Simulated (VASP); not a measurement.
Li2O (antifluorite) relaxed at rising pressure, in one space group throughout; other phases were not tried. The pressures are those reached. Method: PBEsol GGA, VASP's PBE PAW potentials (set 64) (plane waves; VASP).

```tsv
P (GPa)	V (Å³/atom)	k-mesh
-0.27	8.022	8×8×8
4.97	7.586	8×8×8
10.05	7.254	9×9×9
20.07	6.752	9×9×9
30.10	6.375	9×9×9
```

A change of mesh leaves a small step in the series.

Q: Fit an equation of state and predict the volume at 45.17 GPa.

A: Least squares on the third-order Birch-Murnaghan form, P = (3B0/2)(y⁷ − y⁵)[1 + (3/4)(B′ − 4)(y² − 1)] with y = (V0/V)^(1/3), gives V0 = 7.996 Å³/atom, B0 = 85 GPa and B′ = 3.9, and so 5.945 Å³/atom. The run gave 5.943 Å³/atom, -0.0 % from the fit.

Pressures at which the relaxation failed are left out.

The compound is Li2O in the antifluorite structure.
